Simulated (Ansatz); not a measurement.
Calculated with Ansatz (gas phase, PBE0-D4/def2-TZVP geometries, no zero-point term in ΔE). CCSD(T)/CBS adds triple-zeta CCSD(T) − MP2 to the extrapolated MP2 energy (def2 sets, frozen cores). This one scheme is used for every species. DFT in def2-TZVPP. B3LYP here is the variant with VWN-RPA as its local correlation; programs differ in this. def2 core potentials past Kr. For Te, Zn outer-core shells are correlated without core-valence functions, which leaves a few kJ/mol of doubt a bond. Scalar relativity is left out up to krypton. Each species was taken in one conformer, which may not be the lowest.

Consider the formal exchange of groups at a Te–H bond: `[CH3][Zn][TeH]` + `CC(O)CO` → `[CH3][Zn][Te]C` + `OCCO`.

(1) Is it downhill or uphill in electronic energy at CCSD(T)/CBS, and by how much? (An estimate is asked.)

(2) What do these levels give: r2SCAN-D4, B3LYP-D4, ωB97M-V, PBE0, CCSD(T)/def2-TZVPP, CCSD/CBS(def2)? (An estimate is asked.)

Largest T1 diagnostic among the species: 0.013.

Results:

(1) Ansatz gave: Uphill: ΔE = +22.6 kJ/mol.

(2) Ansatz gave: r2SCAN-D4 25.1, B3LYP-D4 20.5, ωB97M-V 27.4, PBE0 24.2, CCSD(T)/def2-TZVPP 26.1, CCSD/CBS(def2) 24.5 kJ/mol.

In def2-TZVPP, CCSD(T) changes the Hartree–Fock value by −4.2 kJ/mol (the triples alone add −1.9 kJ/mol) and MP2 by −7.6 kJ/mol. From PBE to PBE0 (25 % exact exchange), in def2-TZVPP and without D4, ΔE moves by +5.2 kJ/mol.
